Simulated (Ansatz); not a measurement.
# TiH4: a trial structure relaxed

The task: take a trial cell of TiH4 to zero force and stress.

Program: Ansatz 0.2.0. Level of theory: DFT PBE, scalar-relativistic, plane waves, PAW. These are calculated values, not measurements.

### Step 1. Starting point

The structure is cubic, space group Im-3m (No. 229). The conventional cell has a = 4.506 Å, b = 4.506 Å, c = 4.506 Å, α = 90.00°, β = 90.00°, γ = 90.00°. Ti (site symmetry m-3m) is surrounded by 8 H at 1.95 Å. H (site symmetry -3m) is surrounded by 2 Ti at 1.95 Å.

Coordinates:

```cif
data_structure
_symmetry_space_group_name_H-M 'P 1'
_symmetry_Int_Tables_number 1
_cell_length_a 3.9024
_cell_length_b 3.9024
_cell_length_c 3.9024
_cell_angle_alpha 109.471
_cell_angle_beta 109.471
_cell_angle_gamma 109.471
_cell_volume 45.75
loop_
_atom_site_label
_atom_site_type_symbol
_atom_site_fract_x
_atom_site_fract_y
_atom_site_fract_z
_atom_site_occupancy
Ti1 Ti 0.00000 0.00000 0.00000 1
H1 H 0.50000 0.50000 0.50000 1
H2 H 0.00000 0.00000 0.50000 1
H3 H 0.00000 0.50000 0.00000 1
H4 H 0.50000 0.00000 0.00000 1
```

Recipe of the guess: random cell by space group and Wyckoff sites (Im-3m, No. 229). The dimensions are guesses.

### Step 2. The guess as it stands, on a coarse mesh

input.yaml reads:

```yaml
crystal:
  lattice:
    - [-2.25304794, 2.25304794, 2.25304794]
    - [2.25304794, -2.25304794, 2.25304794]
    - [2.25304794, 2.25304794, -2.25304794]
  atoms:
    - { symbol: Ti, position: [0.0, 0.0, 0.0] }
    - { symbol: H, position: [0.5, 0.5, 0.5] }
    - { symbol: H, position: [0.0, 0.0, 0.5] }
    - { symbol: H, position: [0.0, 0.5, 0.0] }
    - { symbol: H, position: [0.5, 0.0, 0.0] }
basis:
  ecutwfc: 420
kpoints:
  mp_grid: { grid: [6, 6, 6] }
hamiltonian:
  xc: pbe
scf:
  occupations: { method: gaussian, width: 0.1 }
  lower_state_search: "off"
output:
  forces: true
  stress: true
  eigenvalues: true
```

Run with:

```sh
> ansatz run input.yaml --threads 1 --pin off --max-ram 2048MiB --backend cpu --events-out ev --progress --plain --runs-dir out
```

Log, shortened:

```text
[...]
SCF converged after 6 iterations
Free energy (F): -2561.835793 eV
[...]
E sigma→0 (E₀):  -2561.832350 eV
Entropy (-TS):   -0.006886 eV (-1.377 meV/atom)
Fermi energy:    3.630822 eV
[...]
--- Forces (eV/Å), atoms counted from 1 ---
  atom   1  Ti    -0.00000000    -0.00000000    -0.00000000
  atom   2  H      0.00000000    -0.00000000     0.00000000
  atom   3  H      0.00000000     0.00000000    -0.00000000
  atom   4  H      0.00000000    -0.00000000     0.00000000
  atom   5  H      0.00000000    -0.00000000     0.00000000
[...]
--- Stress (GPa, compression-positive) ---
      -10.168334       0.000000      -0.000000
       -0.000000     -10.168334       0.000000
        0.000000       0.000000     -10.168334
  P = ⅓ Tr σ = -10.1683 GPa (-101.683 kbar)
--- Band table (eV; the first three rows and the last of 16) ---
  k-point 0: bands = ["-54.2543", "-30.4205", "-30.4205", "-30.4205", "-3.7683", "1.0251", "1.0251", "1.0251", "4.6027", "4.6027", "9.7387", "9.7387", "9.7387"]
[...]
```

It took 0.75 s on 1 thread of Arm Neoverse V2, shared host; peak memory 0.27 GiB.

The probe gives pressure -10.2 GPa, largest force 0.00 eV/Å, gap on this mesh none (metal). A guess like this is first relaxed loosely on the coarse mesh.

### Step 3. Coarse relaxation

input.yaml, as its differences from that of step 2:

```diff
@@ -24 +24,6 @@
   eigenvalues: true
+relax:
+  adjacent_minimum: "off"
+  f_tol: 0.04
+  max_steps: 70
+  cell: { stress_tol: 0.4 }
```

Run with:

```sh
> ansatz run input.yaml --threads 1 --pin off --max-ram 2048MiB --backend cpu --events-out ev --progress --plain --runs-dir out
```

Log:

```text
Warning: RAYON_NUM_THREADS=1 ignored (pool sized by the plan → 1); use --threads N
Engine: ansatz 0.2.0, aarch64-unknown-linux-gnu
Pseudopotentials: kind: paw
Pseudopotential: Ti, paw, valence charge 12, recommended cutoff 420 eV (normal), Ti.paw.azcp
Pseudopotential: H, paw, valence charge 1, recommended cutoff 420 eV (normal), H.paw.azcp
Functional definition: PBE
  parameter kappa = 0.804
  parameter beta = 0.06672455060314922
  exchange = pbe_x(kappa = kappa, mu = beta*pi^2/3)
  correlation = pbe_c(beta = beta)
Crystal: 5 atoms, lattice volume = 45.748 Å³
Basis set: ecut = 420 eV, 935 PW (Γ), exchange–correlation on 54×54×54 points (8 copies of the dense FFT grid, shifted against one another)
Bands: 13, of which v1, the nominal top of the filled ones, is band 8 counted from 1 (7 counted from 0)
Symmetry: 48 space group operations
Space group: Im-3m (ITA 229), of the structure as read, at distance tolerance 3.6e-5 Å
k-points: 16 of 216
Non-local potential: Ti, projectors of the file, l = 0: 3, l = 1: 2, l = 2: 3, l = 3: 1
Non-local potential: H, projectors of the file, l = 0: 2, l = 1: 1
PAW form: soft (Blöchl's): semilocal exchange-correlation on the pseudo side does not see the compensation charge
PAW one-centre angular grid: Ti, 590 points (default); XC on 64 Gauss nodes
PAW one-centre angular grid: H, 110 points (default); XC on 64 Gauss nodes
Initial density: superposition of atomic densities (neutral atoms: chi_scale 0, normalization atom), corrected by the library's trained network
Initial wavefunctions: pseudopotential atomic-orbital guess
Functional: x = pbe(κ = 0.804, μ = 0.2195149727645171), c = pbe(β = 0.06672455060314922)
SCF iter   1: F=—  HF=-2561.847802 eV  |F-HF|=—  |Δ(HF+E_count)|=         —  Δρ=1.43e-2  dr2=1.25e-1  ethr=1.77e-3  ⟨swp⟩=4.2  Hψ=1008  notcnv=0
preconditioner: auto → Kerker (q_TF=auto, 2.290 Å⁻¹)  [metal: Δε(μ)=0.032 eV  Ē_g=5.095 eV  σ=0.100 eV  W_gap=0.18  n_scr=12 (ndim 8)  ℏωp=15.5 eV  f_vac=0.000  D(μ)=1.54/eV (n_scr^D=12)]
SCF iter   2: F=—  HF=-2561.840299 eV  |F-HF|=—  |Δ(HF+E_count)|=   7.50e-3  Δρ=8.07e-3  dr2=4.29e-2  ethr=7.82e-4  ⟨swp⟩=2.0  Hψ=401  notcnv=0  defer=10
SCF iter   3: F=—  HF=-2561.835473 eV  |F-HF|=—  |Δ(HF+E_count)|=   4.83e-3  Δρ=1.04e-3  dr2=1.02e-3  ethr=2.68e-4  ⟨swp⟩=2.0  Hψ=285  notcnv=0  defer=10
SCF iter   4: F=—  HF=-2561.835718 eV  |F-HF|=—  |Δ(HF+E_count)|=   2.45e-4  Δρ=4.14e-4  dr2=8.03e-5  ethr=6.36e-6  ⟨swp⟩=2.2  Hψ=250  notcnv=0  defer=10
SCF iter   5: F=—  HF=-2561.835789 eV  |F-HF|=—  |Δ(HF+E_count)|=   7.12e-5  Δρ=6.79e-5  dr2=2.35e-6  ethr=5.02e-7  ⟨swp⟩=2.1  Hψ=259  notcnv=0  defer=10
SCF iter   6: F=-2561.835793 eV  HF=-2561.835793 eV  |F-HF|=8.69e-8  |Δ(HF+E_count)|=   4.50e-6  Δρ=9.96e-6  dr2=2.40e-8  ethr=6.25e-10  ⟨swp⟩=5.1  Hψ=863  notcnv=0
SCF 1 converged in 6 iterations: F = -2561.835793 eV  dr2 = 2.40e-8
relax step   1: F+E_penalty+E_count = -2561.83579345 eV  Δ(F+E_penalty+E_count) = +0.000e0 eV  max|allowed force component| = 3.708e-30 eV/Å  Δτ_max = 0.0000 Å  P = -10.168 GPa  Ω = 45.748 Å³  (6 SCF iters, dr2 threshold 1.00e-7 eV, accepted)
Crystal: 5 atoms, lattice volume = 39.378 Å³
Basis set: ecut = 420 eV, 767 PW (Γ), exchange–correlation on 54×54×54 points (8 copies of the dense FFT grid, shifted against one another)
Initial density: handed on by an earlier stage of this run
Initial wavefunctions: those handed on with the density
iter 1 solved again at ethr=6.95e-4 eV; its pass at ethr=3.10e-3 eV (dr2=1.11e-1 eV) is discarded
SCF iter   1: F=—  HF=-2562.113352 eV  |F-HF|=—  |Δ(HF+E_count)|=         —  Δρ=1.80e-2  dr2=1.13e-1  ethr=6.95e-4  ⟨swp⟩=1.0  Hψ=1299  notcnv=0
preconditioner: auto → none  [insulator: Δε(μ)=0.113 eV  Ē_g=6.141 eV  σ=0.100 eV  W_gap=0.56  n_scr=12 (ndim 8)  ℏωp=16.7 eV  f_vac=0.000  D(μ)=1.20/eV (n_scr^D=12)  ε∞_Penn≈8.4]
SCF iter   2: F=—  HF=-2562.101990 eV  |F-HF|=—  |Δ(HF+E_count)|=   1.14e-2  Δρ=9.58e-3  dr2=3.43e-2  ethr=6.95e-4  ⟨swp⟩=1.0  Hψ=208  notcnv=0
SCF iter   3: F=—  HF=-2562.096709 eV  |F-HF|=—  |Δ(HF+E_count)|=   5.28e-3  Δρ=4.47e-4  dr2=4.45e-5  ethr=2.14e-4  ⟨swp⟩=2.0  Hψ=246  notcnv=0
SCF iter   4: F=—  HF=-2562.096818 eV  |F-HF|=—  |Δ(HF+E_count)|=   1.09e-4  Δρ=9.86e-5  dr2=2.90e-6  ethr=2.78e-7  ⟨swp⟩=2.6  Hψ=334  notcnv=0
iter 5 did not close the SCF: its close was put off for the readings that it lacked (scf_convergence_deferred on its scf_iter line)
SCF iter   5: F=-2562.096822 eV  HF=-2562.096822 eV  |F-HF|=5.97e-8  |Δ(HF+E_count)|=   3.63e-6  Δρ=1.09e-5  dr2=3.91e-8  ethr=1.81e-8  ⟨swp⟩=2.1  Hψ=274  notcnv=0
SCF iter   6: F=-2562.096822 eV  HF=-2562.096822 eV  |F-HF|=2.47e-10  |Δ(HF+E_count)|=   8.53e-8  Δρ=1.26e-6  dr2=5.66e-10  ethr=2.44e-10  ⟨swp⟩=1.8  Hψ=618  notcnv=0
SCF 2 converged in 6 iterations: F = -2562.096822 eV  dr2 = 5.66e-10
relax step   2: F+E_penalty+E_count = -2562.09682176 eV  Δ(F+E_penalty+E_count) = -2.610e-1 eV  max|allowed force component| = 1.594e-31 eV/Å  Δτ_max = 0.0000 Å  P = -1.584 GPa  Ω = 39.378 Å³  energy of the carried Pulay correction = +7.251e-3 eV  (6 SCF iters, dr2 threshold 5.00e-7 eV, accepted)
Crystal: 5 atoms, lattice volume = 38.393 Å³
iter 1 solved again at ethr=1.87e-5 eV; its pass at ethr=3.10e-3 eV (dr2=2.99e-3 eV) is discarded
SCF iter   1: F=—  HF=-2562.102215 eV  |F-HF|=—  |Δ(HF+E_count)|=         —  Δρ=2.96e-3  dr2=2.85e-3  ethr=1.87e-5  ⟨swp⟩=1.0  Hψ=1185  notcnv=0
preconditioner: auto → Kerker (q_TF=auto, 2.358 Å⁻¹)  [metal: Δε(μ)=0.043 eV  Ē_g=6.181 eV  σ=0.100 eV  W_gap=0.24  n_scr=12 (ndim 8)  ℏωp=17.0 eV  f_vac=0.000  D(μ)=1.11/eV (n_scr^D=12)]
SCF iter   2: F=—  HF=-2562.101974 eV  |F-HF|=—  |Δ(HF+E_count)|=   2.42e-4  Δρ=1.86e-3  dr2=1.16e-3  ethr=1.78e-5  ⟨swp⟩=1.0  Hψ=208  notcnv=0
SCF iter   3: F=—  HF=-2562.101846 eV  |F-HF|=—  |Δ(HF+E_count)|=   1.28e-4  Δρ=1.51e-4  dr2=4.90e-6  ethr=7.27e-6  ⟨swp⟩=1.2  Hψ=213  notcnv=0
SCF iter   4: F=—  HF=-2562.101853 eV  |F-HF|=—  |Δ(HF+E_count)|=   7.29e-6  Δρ=3.77e-5  dr2=5.57e-7  ethr=3.06e-8  ⟨swp⟩=2.1  Hψ=273  notcnv=0
iter 5 did not close the SCF: its close was put off for the readings that it lacked (scf_convergence_deferred on its scf_iter line)
SCF iter   5: F=-2562.101854 eV  HF=-2562.101854 eV  |F-HF|=4.40e-10  |Δ(HF+E_count)|=   1.02e-6  Δρ=1.07e-5  dr2=6.45e-8  ethr=3.48e-9  ⟨swp⟩=2.1  Hψ=276  notcnv=0
SCF iter   6: F=-2562.101854 eV  HF=-2562.101854 eV  |F-HF|=6.20e-10  |Δ(HF+E_count)|=   3.72e-8  Δρ=2.00e-6  dr2=1.82e-9  ethr=4.03e-10  ⟨swp⟩=2.0  Hψ=625  notcnv=0
SCF 3 converged in 6 iterations: F = -2562.101854 eV  dr2 = 1.82e-9
relax step   3: F+E_penalty+E_count = -2562.10185416 eV  Δ(F+E_penalty+E_count) = -5.032e-3 eV  max|allowed force component| = 5.736e-31 eV/Å  Δτ_max = 0.0000 Å  P = +0.383 GPa  Ω = 38.393 Å³  energy of the carried Pulay correction = +8.472e-3 eV  (6 SCF iters, dr2 threshold 5.00e-7 eV, accepted)
Basis set: ecut = 420 eV, 767 PW (Γ), exchange–correlation on 50×50×50 points (8 copies of the dense FFT grid, shifted against one another)
Initial wavefunctions: pseudopotential atomic-orbital guess (no wavefunctions were taken with the density)
iter 1 solved again at ethr=7.19e-8 eV; its pass at ethr=3.10e-3 eV (dr2=1.15e-5 eV) is discarded
SCF iter   1: F=—  HF=-2562.095553 eV  |F-HF|=—  |Δ(HF+E_count)|=         —  Δρ=5.11e-4  dr2=1.15e-5  ethr=7.19e-8  ⟨swp⟩=2.7  Hψ=1539  notcnv=0
preconditioner: auto → Kerker (q_TF=auto, 2.358 Å⁻¹)  [metal: Δε(μ)=0.066 eV  Ē_g=6.165 eV  σ=0.100 eV  W_gap=0.36  n_scr=12 (ndim 8)  ℏωp=17.0 eV  f_vac=0.000  D(μ)=1.03/eV (n_scr^D=12)]
SCF iter   2: F=—  HF=-2562.095605 eV  |F-HF|=—  |Δ(HF+E_count)|=   5.22e-5  Δρ=2.70e-4  dr2=3.14e-6  ethr=7.16e-8  ⟨swp⟩=2.3  Hψ=276  notcnv=0
SCF iter   3: F=—  HF=-2562.095622 eV  |F-HF|=—  |Δ(HF+E_count)|=   1.69e-5  Δρ=1.20e-5  dr2=1.93e-8  ethr=1.96e-8  ⟨swp⟩=2.0  Hψ=274  notcnv=0
SCF iter   4: F=—  HF=-2562.095622 eV  |F-HF|=—  |Δ(HF+E_count)|=   3.88e-8  Δρ=2.52e-6  dr2=3.28e-9  ethr=1.20e-10  ⟨swp⟩=2.2  Hψ=322  notcnv=0
iter 5 did not close the SCF: its close was put off for the readings that it lacked (scf_convergence_deferred on its scf_iter line)
SCF iter   5: F=-2562.095622 eV  HF=-2562.095622 eV  |F-HF|=9.46e-11  |Δ(HF+E_count)|=  1.35e-10  Δρ=6.53e-7  dr2=1.68e-10  ethr=2.05e-11  ⟨swp⟩=1.2  Hψ=213  notcnv=0
SCF iter   6: F=-2562.095622 eV  HF=-2562.095622 eV  |F-HF|=2.73e-12  |Δ(HF+E_count)|=  1.46e-11  Δρ=1.65e-7  dr2=8.36e-12  ethr=1.05e-12  ⟨swp⟩=1.0  Hψ=614  notcnv=0
SCF 4 converged in 6 iterations: F = -2562.095622 eV  dr2 = 8.36e-12
relax step   4: F+E_penalty+E_count = -2562.09562169 eV  Δ(F+E_penalty+E_count) = +6.232e-3 eV  max|allowed force component| = 6.705e-31 eV/Å  Δτ_max = 0.0000 Å  P = +0.288 GPa  Ω = 38.393 Å³  stress off target by 2.88e-1 GPa  SCF on the basis re-selected at this cell (its energy is not comparable with the rows above)  (6 SCF iters)
basis re-selected at this cell: Δ(F+E_penalty+E_count) = +6.232e-3 eV, ΔP = -0.094 GPa vs the last step (what re-selecting the basis moved, of the pressure what is left beyond the Pulay correction that the steps carried, after the strain that the cell walked since its last selection, with what the two solves' SCF thresholds leave and, on support functions, any second-order correction that the steps lacked; it is no measure of the basis error at this ecutwfc). The dense FFT grid was sized anew with the basis: this SCF ran on 25×25×25 points, the steps before it on 27×27×27, so part of this shift can come from that change (see relax.cell in the input reference). This SCF's stress stands 2.88e-1 GPa from its target on what of the cell is left free (relax.cell.stress_tol is 4.00e-1 GPa) and its largest allowed force component is 6.71e-31 eV/Å (relax.f_tol is 4.00e-2 eV/Å): within both
SCF converged after 6 iterations
Free energy (F): -2562.095622 eV
Harris-Foulkes:  -2562.095622 eV  (|F-HF|=2.73e-12)
Internal energy: -2562.090469 eV  (E = F + TS)
E sigma→0 (E₀):  -2562.093045 eV
Entropy (-TS):   -0.005153 eV (-1.031 meV/atom)
Fermi energy:    5.315614 eV
--- Per-component energies (eV) ---
  E_band       = -261.214421
  E_kinetic    = 325.297816
  E_local      = -1193.493573  (includes V_loc(G=0)·N_el)
  E_nonlocal   = 11.498266
  E_hartree    = 467.351195
  E_xc         = -133.171881
  E_vxc        = -168.073757  (∫ρ·V_xc dr)
  E_paw        = -1048.211005  (= ΣΔE_a)
  E_vpaw       = -171.140844  (= ΣTr[D̂ρ^β])
  E_aug_tail   = -0.004756  (compensation charges beyond the density's cutoff)
  E_ewald      = -991.356530
  E_smearing   = -0.005153  (= −TS)
  E_closure    = 0.000000  (closes the sum)
  Σ components = -2562.095622   (vs F -2562.095622, Δ=0.00e0)
--- Forces (eV/Å), atoms counted from 1 ---
  atom   1  Ti    -0.00000000     0.00000000     0.00000000
  atom   2  H      0.00000000     0.00000000     0.00000000
  atom   3  H      0.00000000     0.00000000    -0.00000000
  atom   4  H      0.00000000    -0.00000000     0.00000000
  atom   5  H      0.00000000    -0.00000000    -0.00000000
  max |Σ_I F_I| component: 8.87e-31 eV/Å
--- Stress (GPa, compression-positive) ---
        0.288229       0.000000       0.000000
        0.000000       0.288229       0.000000
        0.000000       0.000000       0.288229
  P = ⅓ Tr σ = 0.2882 GPa (2.882 kbar)
--- Band table (eV; the first three rows and the last of 16) ---
  k-point 0: bands = ["-52.2230", "-28.4172", "-28.4172", "-28.4172", "-3.1361", "2.2748", "2.2748", "2.2748", "6.5243", "6.5243", "12.7904", "12.7904", "12.7904"]
  k-point 1: bands = ["-52.2216", "-28.4348", "-28.4245", "-28.4169", "-2.6850", "2.1183", "2.1694", "2.6955", "6.3669", "6.5084", "10.9613", "11.0862", "12.6081"]
  k-point 2: bands = ["-52.2188", "-28.4699", "-28.4390", "-28.4164", "-1.4632", "1.6604", "1.8271", "3.9032", "6.1586", "6.4983", "8.3729", "8.4477", "12.4036"]
  k-point 15: bands = ["-52.2125", "-28.4772", "-28.4772", "-28.4772", "2.3545", "2.3545", "2.3545", "4.5576", "4.5576", "6.3379", "6.3379", "6.3379", "9.2280"]
--- Relaxed structure (3 steps of the walk, 3 accepted, 1 SCFs on fresh bases) ---
  F+E_penalty+E_count = -2562.09562169 eV   max|allowed force component| = 6.705e-31 eV/Å   (the final SCF, on the basis selected at the relaxed cell)
  cell:  # Å, volume = 38.3928 Å³
    - [-2.12518442180417, 2.12518442180417, 2.12518442180417]
    - [2.12518442180417, -2.12518442180417, 2.12518442180417]
    - [2.12518442180417, 2.12518442180417, -2.12518442180417]
  atoms:
    - { symbol: Ti, position: [6.154638502538073e-34, -1.749512981739987e-33, -8.491121637760834e-34] }
    - { symbol: H, position: [0.5, 0.5, 0.5] }
    - { symbol: H, position: [0.0, 0.0, 0.5] }
    - { symbol: H, position: [0.0, 0.5, 0.0] }
    - { symbol: H, position: [0.5, 0.0, 0.0] }
```

Wall time 3 s (1 thread of Arm Neoverse V2, shared host); peak memory 0.28 GiB.

Step by step:

```
step  energy from step 1 (eV/cell)  largest force component (eV/Å)  pressure (GPa)  volume (Å³)
   1                        0.0000                          0.0000          -10.17        45.75
   2                       -0.2610                          0.0000           -1.58        39.38
   3                       -0.2661                          0.0000            0.38        38.39
   4                       -0.2598                          0.0000            0.29        38.39
```

Step 1 is the start. Step 4 repeats the geometry before it on a plane-wave basis chosen anew for that cell, so its energy need not be comparable with the rows above.

Lengths and angles in the start's conventional setting:

|  | before | after | change |
| --- | --- | --- | --- |
| a (Å) | 4.506 | 4.250 | -5.7 % |
| b (Å) | 4.506 | 4.250 | -5.7 % |
| c (Å) | 4.506 | 4.250 | -5.7 % |
| volume (Å³/atom) | 9.15 | 7.68 | -16.1 % |
| shortest distance (Å) | 1.951 | 1.840 | -5.7 % |
| space group (0.01 Å) | Im-3m | Im-3m | same |

The run keeps the 48 symmetry operations of the start, so it could not have lowered the symmetry.

[end of part 1 of 2]
